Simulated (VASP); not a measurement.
# BN (gw) (F-43m) in VASP: notebook, part 2 of 2

VASP 6.6.1. Earlier steps stand in the parts before.

## (3) Single point, PBE

File INCAR:

```
SYSTEM = BN
PREC     = Accurate       ! precision mode
ENCUT    = 600            ! plane-wave cutoff, eV
EDIFF    = 1E-6           ! SCF threshold, eV
ISMEAR   = 0              ! smearing method
SIGMA    = 0.01           ! smearing width, eV
LREAL    = .FALSE.        ! projectors in reciprocal space
LASPH    = .TRUE.         ! aspherical terms in the spheres
NELM     = 120            ! most SCF steps
ALGO     = Normal         ! electronic algorithm
ISIF     = 2              ! what is computed and relaxed
LWAVE    = .FALSE.        ! write WAVECAR
LCHARG   = .FALSE.        ! write CHGCAR
GGA      = PE             ! functional
NBANDS   = 11             ! bands
GGA_COMPAT= .FALSE.
```

File KPOINTS:

```
Automatic mesh
0
G
  8 8 8
  0 0 0
```

File POSCAR:

```
BN
1.0
    0.0000000000      1.8123266330      1.8123266330
    1.8123266330      0.0000000000      1.8123266330
    1.8123266330      1.8123266330      0.0000000000
B N
1 1
Direct
    0.0000000000      0.0000000000      0.0000000000
    0.2500000000      0.2500000000      0.2500000000
```

Potentials or basis: VASP PAW PBE potentials, release 64 (B, N).

On the command line:

```console
$ cat potpaw_PBE.64/B/POTCAR potpaw_PBE.64/N/POTCAR > POTCAR
$ mpirun -np 1 vasp_std > vasp.out
```

OUTCAR:

```text
SYSTEM = BN
   PREC = Accurate
   ENCUT = 600
   EDIFF = 1E-6
   ISMEAR = 0
   LREAL = .FALSE.
   LASPH = .TRUE.
   NELM = 120
   ISIF = 2
   GGA = PE

 ion  position               nearest neighbor table
   1  0.000  0.000  0.000-   2 1.57   2 1.57   2 1.57   2 1.57
   2  0.250  0.250  0.250-   1 1.57   1 1.57   1 1.57   1 1.57

  LATTYP: Found a face centered cubic cell.
 ALAT       =     3.6246532660

  Lattice vectors:

 A1 = (   0.0000000000,   1.8123266330,   1.8123266330)
 A2 = (   1.8123266330,   0.0000000000,   1.8123266330)
 A3 = (   1.8123266330,   1.8123266330,   0.0000000000)

Analysis of symmetry for initial positions (statically):
=====================================================================
 Subroutine PRICEL returns:
 Original cell was already a primitive cell.

 Routine SETGRP: Setting up the symmetry group for a
 face centered cubic supercell.

 Subroutine GETGRP returns: Found 24 space group operations
 (whereof 24 operations were pure point group operations)
 out of a pool of 48 trial point group operations.

The static configuration has the point symmetry T_d .

Analysis of symmetry for dynamics (positions and initial velocities):
=====================================================================
 Subroutine PRICEL returns:
 Original cell was already a primitive cell.

 Routine SETGRP: Setting up the symmetry group for a
 face centered cubic supercell.

 Subroutine GETGRP returns: Found 24 space group operations
 (whereof 24 operations were pure point group operations)
 out of a pool of 48 trial point group operations.

The dynamic configuration has the point symmetry T_d .

 Subroutine INISYM returns: Found 24 space group operations
 (whereof 24 operations are pure point group operations),
 and found     1 'primitive' translations

----------------------------------------------------------------------------------------

                                     Primitive cell

  volume of cell :      11.9053

  direct lattice vectors                    reciprocal lattice vectors
     0.000000000  1.812326633  1.812326633    -0.275888458  0.275888458  0.275888458
     1.812326633  0.000000000  1.812326633     0.275888458 -0.275888458  0.275888458
     1.812326633  1.812326633  0.000000000     0.275888458  0.275888458 -0.275888458

  length of vectors
     2.563016904  2.563016904  2.563016904     0.477852826  0.477852826  0.477852826

  position of ions in fractional coordinates (direct lattice)
     0.000000000  0.000000000  0.000000000
     0.250000000  0.250000000  0.250000000

  ion indices of the primitive-cell ions
   primitive index   ion index
                 1           1
                 2           2

----------------------------------------------------------------------------------------

 KPOINTS: Automatic mesh

Automatic generation of k-mesh.
 Grid dimensions read from file:
 generate k-points for:    8    8    8

 Generating k-lattice:

  Cartesian coordinates                     Fractional coordinates (reciprocal lattice)
    -0.034486057  0.034486057  0.034486057     0.125000000  0.000000000  0.000000000
     0.034486057 -0.034486057  0.034486057     0.000000000  0.125000000  0.000000000
     0.034486057  0.034486057 -0.034486057     0.000000000  0.000000000  0.125000000

  Length of vectors
     0.059731603  0.059731603  0.059731603

  Shift w.r.t. Gamma in fractional coordinates (k-lattice)
     0.000000000  0.000000000  0.000000000

 Subroutine IBZKPT returns following result:
 ===========================================

 Found     29 irreducible k-points:

 Following reciprocal coordinates:
            Coordinates               Weight
  0.000000  0.000000  0.000000      1.000000
  0.125000  0.000000  0.000000      8.000000
  0.250000  0.000000  0.000000      8.000000
  0.375000  0.000000  0.000000      8.000000
  0.500000  0.000000  0.000000      4.000000
  0.125000  0.125000  0.000000      6.000000
[... 16 lines left out ...]
  0.500000  0.250000  0.125000     48.000000
 -0.375000  0.250000  0.125000     24.000000
 [... further k-points ...]
   k-points           NKPTS =     29   k-points in BZ     NKDIM =     29   number of bands    NBANDS=     11
   number of dos      NEDOS =    301   number of ions     NIONS =      2
   total plane-waves  NPLWV =   8000
   dimension x,y,z NGX =    20 NGY =   20 NGZ =   20
   dimension x,y,z NGXF=    40 NGYF=   40 NGZF=   40
   ions per type =               1   1
   NGX,Y,Z   is equivalent  to a cutoff of  12.97, 12.97, 12.97 a.u.
   NGXF,Y,Z  is equivalent  to a cutoff of  25.95, 25.95, 25.95 a.u.
 SYSTEM =  BN
   PREC   = accura    normal or accurate (medium, high low for compatibility)
   ISTART =      0    job   : 0-new  1-cont  2-samecut
   ICHARG =      2    charge: 1-file 2-atom 10-const
   ISPIN  =      1    spin polarized calculation?
   LNONCOLLINEAR =      F non collinear calculations
   LSORBIT =      F    spin-orbit coupling
   LASPH  =      T    aspherical Exc in radial PAW
   ENCUT  =  600.0 eV  44.10 Ry    6.64 a.u.   5.12  5.12  5.12*2*pi/ulx,y,z
   NELM   =    120;   NELMIN=  2; NELMDL= -5     # of ELM steps
   EDIFF  = 0.1E-05   stopping-criterion for ELM
   LREAL  =      F    real-space projection
   EDIFFG = 0.1E-04   stopping-criterion for IOM
   NSW    =      0    number of steps for IOM
   IBRION =     -1    ionic relax: 0-MD 1-quasi-New 2-CG
   NFREE  =      0    steps in history (QN), initial steepest desc. (CG)
   ISIF   =      2    stress and relaxation
   ISYM   =      2    0-nonsym 1-usesym 2-fastsym
   POTIM  = 0.5000    time-step for ionic-motion
   TEBEG  =    0.0;   TEEND  =   0.0 temperature during run
   PSTRESS=    0.0 pullay stress
   NELECT =       8.0000    total number of electrons
   NUPDOWN=      -1.0000    fix difference up-down
   EMIN   =  10.00;   EMAX   =-10.00  energy-range for DOS
   EFERMI =   0.00;   METHOD = LEGACY
   ISMEAR =     0;   SIGMA  =   0.01  broadening in eV -4-tet -1-fermi 0-gaus
   EFERMI_NEDOS =   21; number of points for ismear=-14 and -15
   IALGO  =     38    algorithm
   IMIX   =      4    mixing-type and parameters
     AMIX     =   0.40;   BMIX     =  1.00
     AMIX_MAG =   1.60;   BMIX_MAG =  1.00
  volume/ion in A,a.u.               =       5.95        40.17
  Fermi-wavevector in a.u.,A,eV,Ry     =   1.433920  2.709717 27.975313  2.056128
  Thomas-Fermi vector in A             =   2.553386
   LORBIT       =      0    0 simple, 1 ext, 2 COOP (PROOUT), +10 PAW based schemes
   GGA     = PE    functional components
   LHFCALC =     F    Hartree Fock is set to
   AEXX    =    0.0000 exact exchange contribution
   IVDW    =     0    specifies the selected vdW correction
   LEPSILON=     F    determine dielectric tensor
   LRPA    =     F    only Hartree local field effects (RPA)
 non-spin polarized calculation
 Gauss-broadening in eV      SIGMA  =   0.01
  energy-cutoff  :      600.00
  volume of cell :       11.91
 maximum number of plane-waves:       415
   NGX = 11   NGY = 11   NGZ = 11

 number of electron       7.9999999 magnetization

 Free energy of the ion-electron system (eV)
  ---------------------------------------------------
  ext. energy  EPLUGINS =         0.00000000
  ---------------------------------------------------
  free energy    TOTEN  =       -17.45431908 eV

  energy without entropy =      -17.45431908  energy(sigma->0) =      -17.45431908

 E-fermi :   7.3493     XC(G=0): -12.7826

 val. band max:        7.3045689699   @ k =   0.0000   0.0000   0.0000
 cond. band min:      11.7553656017   @ k =   0.5000   0.5000   0.0000
 fundamental gap:      4.4507966317
 Fermi energy:         7.3492814974

 k-point     1 :       0.0000    0.0000    0.0000
  band No.  band energies     occupation
      1     -12.8356      2.00000
      2       7.3046      2.00000
      3       7.3046      2.00000
      4       7.3046      2.00000
      5      16.0861      0.00000
      6      16.0861      0.00000
      7      16.0861      0.00000
      8      17.5247      0.00000
      9      31.9067      0.00000
     10      34.9735      0.00000
     11      34.9735      0.00000
[... 309 lines left out ...]
 k-point    24 :      -0.3750    0.2500    0.1250
  band No.  band energies     occupation
      1      -7.9608      2.00000
      2      -2.3242      2.00000
      3       2.5090      2.00000
      4       3.8830      2.00000
      5      16.8621      0.00000
      6      18.4049      0.00000
      7      21.5710      0.00000
      8      22.9734      0.00000
      9      26.6830      0.00000
     10      33.0078      0.00000
     11      34.6560      0.00000

 [... further k-points ...]
[... 5 lines left out ...]
  --------------------------------------------------------------------------------------
  -------------------------------------------------------------------------------------
  Total       -0.0012654     -0.0012654     -0.0012654     -0.0000000      0.0000000      0.0000000
  in kB       -0.1702930     -0.1702930     -0.1702930     -0.0000000      0.0000000      0.0000000
  external PRESSURE =      -0.1702930 kB  Pullay stress =       0.0000000 kB

 VOLUME and BASIS-vectors are now :
 -----------------------------------------------------------------------------
  energy-cutoff  :      600.00
  volume of cell :       11.91
      direct lattice vectors                 reciprocal lattice vectors
     0.000000000  1.812326633  1.812326633    -0.275888458  0.275888458  0.275888458
     1.812326633  0.000000000  1.812326633     0.275888458 -0.275888458  0.275888458
     1.812326633  1.812326633  0.000000000     0.275888458  0.275888458 -0.275888458

 POSITION                                       TOTAL-FORCE (eV/Angst)
 -----------------------------------------------------------------------------------
      0.00000      0.00000      0.00000         0.000000      0.000000      0.000000
      0.90616      0.90616      0.90616        -0.000000     -0.000000     -0.000000
 -----------------------------------------------------------------------------------
    total drift:                                0.000000      0.000000      0.000000

  FREE ENERGIE OF THE ION-ELECTRON SYSTEM (eV)
  ---------------------------------------------------
  free  energy   TOTEN  =       -17.4543190804 eV

  energy  without entropy=      -17.4543190804  energy(sigma->0) =      -17.45431908
```

Wall time 6.3 s (1 thread of Intel Xeon 8259CL, shared host); peak memory 0.12 GiB.

What came out:

- Free energy: -17.4543 eV
- Pressure: 0.0 GPa
- Band gap on the k mesh: 4.45 eV, indirect (least direct gap 8.78 eV)

Levels at points of the mesh, in eV from the valence-band top:
```csv
k point,band 1,band 2,band 3,band 4,band 5,band 6,band 7,band 8
"(0.00, 0.00, 0.00)",-20.14,0.00,0.00,0.00,8.78,8.78,8.78,10.22
"(0.50, 0.00, 0.00)",-15.96,-10.62,-1.93,-1.93,10.04,10.66,10.66,15.18
"(0.50, 0.50, 0.00)",-14.61,-8.86,-4.86,-4.86,4.45,9.19,17.80,17.80
```

## (4) Comparison with measurements

Step 3. Against the measured gap of BN, 6.4 eV (indirect; 300 K; a printed reference work, monograph), the calculated 4.45 eV is off by -1.95 eV. The value is that of PBE on a finite k mesh, which can miss the band edges, without temperature or zero-point motion. Semilocal functionals fall short of measured gaps as a rule.
